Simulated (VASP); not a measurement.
# BN in VASP: notebook

One slab, BN, is run at these levels: PBE; tasks: single point.

Program: VASP 6.6.1. These are calculated values, not measurements. Logs are shortened: lines on timing, memory, paths and dates and some standing lists are left out, and cuts for length are marked.

### Step 1. Starting point

The cell holds a slab with vacuum, 2 atoms: a = 2.498 Å, b = 2.498 Å, c = 12.000 Å, α = 90.00°, β = 90.00°, γ = 120.00°.

### Step 2. Single point, PBE

Input file INCAR:

```
SYSTEM = BN
  ALGO = Normal
  DIPOL = 0.5 0.5 0.500
  EDIFF = 1E-5
  ENCUT = 460
  GGA = PE
  IDIPOL = 3
  ISIF = 2
  ISMEAR = 0
  LASPH = .True.
  LCHARG = .False.
  LDIPOL = .True.
  LREAL = .False.
  LVACPOTAV = .True.
  LVHAR = .True.
  LWAVE = .False.
  NBANDS = 14
  NELM = 120
  PREC = Accurate
  SIGMA = 0.05
```

Input file KPOINTS:

```
k-points
0
Gamma
  10 10 1
  0 0 0
```

Input file POSCAR:

```
BN
1.0
    2.4982400000      0.0000000000      0.0000000000
   -1.2491200000      2.1635393000      0.0000000000
    0.0000000000      0.0000000000     12.0000000000
N B
1 1
Direct
    0.3333333333      0.6666666667      0.5000000000
    0.6666666667      0.3333333333      0.5000000000
```

Potentials or basis: VASP PAW PBE potentials, release 64 (N, B).

The run is started by

```bash
$ cat potpaw_PBE.64/N/POTCAR potpaw_PBE.64/B/POTCAR > POTCAR
$ mpirun -np 1 vasp_std > vasp.out
```

OUTCAR:

```text
SYSTEM = BN
   EDIFF = 1E-5
   ENCUT = 460
   GGA = PE
   ISIF = 2
   ISMEAR = 0
   LASPH = .True.
   LREAL = .False.
   NELM = 120
   PREC = Accurate

 Found     14 irreducible k-points:

 Following reciprocal coordinates:
            Coordinates               Weight
  0.000000  0.000000  0.000000      1.000000
  0.100000  0.000000  0.000000      6.000000
  0.200000  0.000000  0.000000      6.000000
  0.300000  0.000000  0.000000      6.000000
  0.400000 -0.000000  0.000000      6.000000
  0.500000  0.000000  0.000000      3.000000
   k-points           NKPTS =     14   k-points in BZ     NKDIM =     14   number of bands    NBANDS=     14
   number of dos      NEDOS =    301   number of ions     NIONS =      2
   total plane-waves  NPLWV =  27216
   dimension x,y,z NGX =    18 NGY =   18 NGZ =   84
   dimension x,y,z NGXF=    36 NGYF=   36 NGZF=  168
   ions per type =               1   1
   NGX,Y,Z   is equivalent  to a cutoff of  11.98, 11.98, 11.64 a.u.
   NGXF,Y,Z  is equivalent  to a cutoff of  23.96, 23.96, 23.27 a.u.
 SYSTEM =  BN
   PREC   = accura    normal or accurate (medium, high low for compatibility)
   ISTART =      0    job   : 0-new  1-cont  2-samecut
   ICHARG =      2    charge: 1-file 2-atom 10-const
   ISPIN  =      1    spin polarized calculation?
   LNONCOLLINEAR =      F non collinear calculations
   LSORBIT =      F    spin-orbit coupling
   LASPH  =      T    aspherical Exc in radial PAW
   ENCUT  =  460.0 eV  33.81 Ry    5.81 a.u.   4.37  4.37 20.99*2*pi/ulx,y,z
   NELM   =    120;   NELMIN=  2; NELMDL= -5     # of ELM steps
   EDIFF  = 0.1E-04   stopping-criterion for ELM
   LREAL  =      F    real-space projection
   EDIFFG = 0.1E-03   stopping-criterion for IOM
   NSW    =      0    number of steps for IOM
   IBRION =     -1    ionic relax: 0-MD 1-quasi-New 2-CG
   NFREE  =      0    steps in history (QN), initial steepest desc. (CG)
   ISIF   =      2    stress and relaxation
   ISYM   =      2    0-nonsym 1-usesym 2-fastsym
   POTIM  = 0.5000    time-step for ionic-motion
   TEBEG  =    0.0;   TEEND  =   0.0 temperature during run
   PSTRESS=    0.0 pullay stress
   NELECT =       8.0000    total number of electrons
   NUPDOWN=      -1.0000    fix difference up-down
   EMIN   =  10.00;   EMAX   =-10.00  energy-range for DOS
   EFERMI =   0.00;   METHOD = LEGACY
   ISMEAR =     0;   SIGMA  =   0.05  broadening in eV -4-tet -1-fermi 0-gaus
   EFERMI_NEDOS =   21; number of points for ismear=-14 and -15
   IALGO  =     38    algorithm
   IMIX   =      4    mixing-type and parameters
     AMIX     =   0.40;   BMIX     =  1.00
     AMIX_MAG =   1.60;   BMIX_MAG =  1.00
  volume/ion in A,a.u.               =      32.43       218.85
  Fermi-wavevector in a.u.,A,eV,Ry     =   0.814913  1.539963  9.035408  0.664084
  Thomas-Fermi vector in A             =   1.924906
   LORBIT       =      0    0 simple, 1 ext, 2 COOP (PROOUT), +10 PAW based schemes
   GGA     = PE    functional components
   LHFCALC =     F    Hartree Fock is set to
   AEXX    =    0.0000 exact exchange contribution
   IVDW    =     0    specifies the selected vdW correction
   LEPSILON=     F    determine dielectric tensor
   LRPA    =     F    only Hartree local field effects (RPA)
 non-spin polarized calculation
 Gauss-broadening in eV      SIGMA  =   0.05
  energy-cutoff  :      460.00
  volume of cell :       64.86
 maximum number of plane-waves:      1499
 NGX is ok and might be reduce to    18
   NGX =  9   NGY =  9   NGZ = 41

 dipolmoment           0.000000      0.000000     -0.000000 electrons x Angstroem

 number of electron       7.9999997 magnetization

 dipolmoment           0.000000      0.000000      0.000000 electrons x Angstroem

 Free energy of the ion-electron system (eV)
  ---------------------------------------------------
  ext. energy  EPLUGINS =         0.00000000
  ---------------------------------------------------
  free energy    TOTEN  =       -17.59786645 eV

  energy without entropy =      -17.59786645  energy(sigma->0) =      -17.59786645

 E-fermi :  -3.4640     XC(G=0):  -3.4918

 val. band max:       -3.7365599625   @ k =   0.3000   0.3000   0.0000
 cond. band min:       1.0827366672   @ k =   0.0000   0.0000   0.0000
 fundamental gap:      4.8192966297
 Fermi energy:        -3.4640257998

 k-point     1 :       0.0000    0.0000    0.0000
  band No.  band energies     occupation
      1     -21.2613      2.00000
      2      -8.8339      2.00000
      3      -4.8805      2.00000
      4      -4.8805      2.00000
      5       1.0827      0.00000
      6       2.3162      0.00000
      7       3.0612      0.00000
      8       6.0653      0.00000
      9       6.9314      0.00000
     10       8.1020      0.00000
     11       8.1020      0.00000
     12       9.6464      0.00000
     13      10.5738      0.00000
     14      13.4575      0.00000

 k-point     2 :       0.1000    0.0000    0.0000
  band No.  band energies     occupation
      1     -21.0682      2.00000
      2      -8.5742      2.00000
      3      -5.6720      2.00000
      4      -5.2464      2.00000
      5       1.4125      0.00000
      6       2.6134      0.00000
      7       3.3871      0.00000
      8       6.2658      0.00000
      9       7.2238      0.00000
     10       8.0647      0.00000
     11       8.9518      0.00000
     12       9.2508      0.00000
     13      11.1080      0.00000
     14      13.5502      0.00000

 k-point     3 :       0.2000    0.0000    0.0000
  band No.  band energies     occupation
      1     -20.5051      2.00000
      2      -7.8131      2.00000
      3      -7.5540      2.00000
      4      -6.0702      2.00000
      5       2.3611      0.00000
      6       3.4606      0.00000
      7       4.3335      0.00000
      8       6.3901      0.00000
      9       7.4017      0.00000
     10       8.5569      0.00000
     11       8.6617      0.00000
     12      11.1773      0.00000
     13      12.4176      0.00000
     14      14.0343      0.00000

 k-point     4 :       0.3000    0.0000    0.0000
  band No.  band energies     occupation
      1     -19.6370      2.00000
      2      -9.7472      2.00000
      3      -6.9086      2.00000
      4      -6.6228      2.00000
      5       3.8742      0.00000
      6       4.0125      0.00000
      7       5.7776      0.00000
      8       5.8157      0.00000
      9       7.3142      0.00000
     10       9.3770      0.00000
     11      10.1714      0.00000
     12      13.7180      0.00000
     13      14.1448      0.00000
     14      14.6981      0.00000

 k-point     5 :       0.4000   -0.0000    0.0000
  band No.  band energies     occupation
      1     -18.6640      2.00000
      2     -11.6360      2.00000
      3      -7.4905      2.00000
      4      -5.2377      2.00000
      5       2.3004      0.00000
      6       5.6792      0.00000
      7       7.0707      0.00000
      8       7.5015      0.00000
      9       8.3833      0.00000
     10      11.1285      0.00000
     11      11.8241      0.00000
     12      12.6842      0.00000
     13      13.3342      0.00000
     14      14.3429      0.00000

 k-point     6 :       0.5000    0.0000    0.0000
  band No.  band energies     occupation
      1     -18.1546      2.00000
      2     -12.4679      2.00000
      3      -7.6955      2.00000
      4      -4.4615      2.00000
      5       1.2668      0.00000
      6       6.2741      0.00000
      7       8.9316      0.00000
      8       9.3452      0.00000
      9       9.7522      0.00000
     10      10.4948      0.00000
     11      10.9364      0.00000
     12      11.2025      0.00000
     13      13.0411      0.00000
     14      14.4141      0.00000

 [... further k-points ...]

------------------------ aborting loop because EDIFF is reached ----------------------------------------

  FORCE on cell =-STRESS in cart. coord.  units (eV):
  Direction    XX          YY          ZZ          XY          YZ          ZX
  --------------------------------------------------------------------------------------
  -------------------------------------------------------------------------------------
  Total        0.6322730      0.6322730     -0.1146195      0.0000000      0.0000000      0.0000000
  in kB       15.6183445     15.6183444     -2.8313186      0.0000000      0.0000000      0.0000000
  external PRESSURE =       9.4684567 kB  Pullay stress =       0.0000000 kB

 VOLUME and BASIS-vectors are now :
 -----------------------------------------------------------------------------
  energy-cutoff  :      460.00
  volume of cell :       64.86
      direct lattice vectors                 reciprocal lattice vectors
     2.498240000  0.000000000  0.000000000     0.400281798  0.231102805  0.000000000
    -1.249120000  2.163539300  0.000000000     0.000000000  0.462205609  0.000000000
     0.000000000  0.000000000 12.000000000     0.000000000  0.000000000  0.083333333

 POSITION                                       TOTAL-FORCE (eV/Angst)
 -----------------------------------------------------------------------------------
     -0.00000      1.44236      6.00000         0.000000      0.000000      0.000000
      1.24912      0.72118      6.00000        -0.000000     -0.000000      0.000000
 -----------------------------------------------------------------------------------
    total drift:                                0.000002     -0.000001     -0.000000

  FREE ENERGIE OF THE ION-ELECTRON SYSTEM (eV)
  ---------------------------------------------------
  free  energy   TOTEN  =       -17.5978664515 eV

  energy  without entropy=      -17.5978664515  energy(sigma->0) =      -17.59786645

 vacuum level on the upper side and lower side of the slab         2.247         2.247
```

It took 13 s on 1 thread of Intel Xeon Platinum 8259CL at 2.50GHz (Skylake/Cascade Lake), shared host; peak memory 0.16 GiB.

These settings aren't checked as converged: the numbers below hold their error.

Results:

```yaml
Free_energy: -17.5979 eV
Band_gap_on_the_k_mesh: 4.82 eV, indirect (least direct gap 5.05 eV)
Ionisation_potential_of_the_upper_face: 5.98 eV
```

Caveat: the cutoff is under 1.25 times the usual one of these potentials, so pressure, stress and relaxed cells hold a basis-set (Pulay) error.

[end of part 1 of 3]
